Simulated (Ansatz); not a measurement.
# Formation energy of NaCl

Method: PBE, scalar-relativistic; no spin polarisation; PAW, 420 eV, Γ-centred 12×12×12 mesh, 0.05 eV Gaussian smearing; code Ansatz. The datasets are Ansatz's generated set soft_2.

The chain of runs began from a cell as deposited in COD, expanded in volume.

It takes space group Pm-3m (No. 221, cubic). The conventional cell has a = 3.508 Å, b = 3.508 Å, c = 3.508 Å, α = 90.00°, β = 90.00°, γ = 90.00°. Na (site symmetry m-3m) is surrounded by 8 Cl at 3.04 Å. Around Cl (site symmetry m-3m) lie 8 Na at 3.04 Å. (Neighbours are counted to 15 % beyond the shortest distance.)

The elements were computed in their standard states (gases as isolated molecules) with the same datasets, cutoff and functional. Absolute energies hang on the potentials; compare differences alone.

Energy of the relaxed cell (2 atoms, smearing extrapolated to zero): -2569.245 eV. Elements, in eV/atom: Na -1486.415, Cl -1079.444.

**Question.** What is the formation energy?

**Answer.** [-2569.245 − (1 × -1486.415 + 1 × -1079.444)] / 2 = -1.69 eV/atom, or -163 kJ per mole of atoms.

The value is for 0 K, without zero-point energy and without any correction for the binding of gas molecules. Uncorrected semilocal values for oxides, chalcogenides and halides often miss by tenths of an eV an atom. A negative value shows stability against the elements alone, not against other compounds or structures.

Bader charges against formal ones: Na +0.88 (+1), Cl −0.88 (−1). The cations give up 88 % of the formal charge; Bader charges stay under formal ones because the anions' density reaches into the cations' basins, though a share this high marks a strongly ionic bond.

Formal charges Na⁺, Cl⁻ balance and leave closed shells on every ion, so a band insulator is expected, and the gap is 3.96 eV.

Semilocal functionals underestimate band gaps, commonly by a third or more.
